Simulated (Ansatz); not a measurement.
Ansatz input

```yaml
crystal:
  lattice:
    - [-2.8235162638, 2.8232896782, 1.5550269789]
    - [2.8232896782, -2.8235162638, 1.5550269789]
    - [2.8235157138, 2.8235157138, -1.5554419709]
  atoms:
    - { symbol: Sc, position: [0.9999966837, 3.3163e-06, 1.0] }
    - { symbol: Sc, position: [0.7500033163, 0.2499966837, 0.5] }
hamiltonian:
  xc: pbe
  pseudopotentials:
    kind: paw
    azcp:
      Sc: "pseudopotentials/Sc.paw.azcp"
basis:
  ecutwfc: 420
  fft_grid_basis: typed
kpoints:
  mp_grid: { grid: [19, 19, 13], shift: [0, 0, 0] }
magnetization:
  spin_polarized: false
scf:
  occupations: { method: fermi_dirac, width: 0.1 }
```

Output

```
Engine: ansatz 0.2.0, x86_64-unknown-linux-gnu
Pseudopotentials: kind: paw
Pseudopotential: Sc, paw, valence charge 11, recommended cutoff 420 eV (normal) 
Functional definition: PBE
  parameter kappa = 0.804
  parameter beta = 0.06672455060314922
  exchange = pbe_x(kappa = kappa, mu = beta*pi^2/3)
  correlation = pbe_c(beta = beta)
Crystal: 2 atoms, lattice volume = 49.584 Å³
Basis set: ecut = 420 eV, 981 PW (Γ)
Bands: 15, of which v1, the nominal top of the filled ones, is band 11 counted from 1 (10 counted from 0)
Symmetry: 4 space group operations
Space group: C2/c (ITA 15), of the structure as read, at distance tolerance 3.7e-5 Å
k-points: 1240 of 4693
Non-local potential: Sc, projectors of the file, l = 0: 3, l = 1: 2, l = 2: 3, l = 3: 1
PAW form: soft (Blöchl's): semilocal exchange-correlation on the pseudo side does not see the compensation charge
PAW one-centre angular grid: Sc, 590 points (default); XC on 64 Gauss nodes
Initial density: superposition of atomic densities (neutral atoms: chi_scale 0, normalization atom), corrected by the library's trained network
Initial wavefunctions: pseudopotential atomic-orbital guess
Functional: x = pbe(κ = 0.804, μ = 0.2195149727645171), c = pbe(β = 0.06672455060314922)
SCF iter   1: F=—  HF=-4270.862528 eV  |F-HF|=—  |Δ(HF+E_count)|=         —  Δρ=1.77e-3  dr2=1.47e-3  ethr=1.77e-3  ⟨swp⟩=3.0  Hψ=79142  notcnv=0
SCF iter   2: F=—  HF=-4270.861903 eV  |F-HF|=—  |Δ(HF+E_count)|=   6.25e-4  Δρ=9.07e-4  dr2=4.00e-4  ethr=6.67e-6  ⟨swp⟩=1.5  Hψ=32999  notcnv=0
SCF iter   3: F=—  HF=-4270.861993 eV  |F-HF|=—  |Δ(HF+E_count)|=   9.00e-5  Δρ=1.90e-4  dr2=1.78e-5  ethr=1.82e-6  ⟨swp⟩=2.3  Hψ=24997  notcnv=0
SCF iter   4: F=—  HF=-4270.861996 eV  |F-HF|=—  |Δ(HF+E_count)|=   2.97e-6  Δρ=3.32e-5  dr2=5.39e-7  ethr=8.07e-8  ⟨swp⟩=2.0  Hψ=22396  notcnv=0
iter 5 did not close the SCF: its close was put off for the readings that it lacked (scf_convergence_deferred on its scf_iter line)
SCF iter   5: F=-4270.861996 eV  HF=-4270.861996 eV  |F-HF|=7.50e-9  |Δ(HF+E_count)|=   1.13e-7  Δρ=8.26e-6  dr2=2.07e-8  ethr=2.45e-9  ⟨swp⟩=2.5  Hψ=28719  notcnv=0
SCF iter   6: F=-4270.861996 eV  HF=-4270.861996 eV  |F-HF|=5.45e-10  |Δ(HF+E_count)|=   8.51e-9  Δρ=1.64e-6  dr2=9.99e-10  ethr=9.42e-11  ⟨swp⟩=1.0  Hψ=55981  notcnv=0
SCF 1 converged in 6 iterations: F = -4270.861996 eV  dr2 = 9.99e-10
SCF converged after 6 iterations
Free energy (F): -4270.861996 eV
Harris-Foulkes:  -4270.861996 eV  (|F-HF|=5.45e-10)
Internal energy: -4270.726719 eV  (E = F + TS)
E sigma→0 (E₀):  -4270.794358 eV
Entropy (-TS):   -0.135277 eV (-67.638 meV/atom)
Fermi energy:    9.196408 eV
--- Per-component energies (eV) ---
  E_band       = -342.217111
  E_kinetic    = 521.144205
  E_local      = -1724.129671  (includes V_loc(G=0)·N_el)
  E_nonlocal   = 168.222592
  E_hartree    = 591.579604
  E_xc         = -207.991656
  E_vxc        = -257.408167  (∫ρ·V_xc dr)
  E_paw        = -1911.675977  (= ΣΔE_a)
  E_vpaw       = -233.205109  (= ΣTr[D̂ρ^β])
  E_aug_tail   = 0.000018  (compensation charges beyond the density's cutoff)
  E_ewald      = -1707.875834
  E_smearing   = -0.135277  (= −TS)
  E_closure    = 0.000000  (closes the sum)
  Σ components = -4270.861996   (vs F -4270.861996, Δ=0.00e0)
```
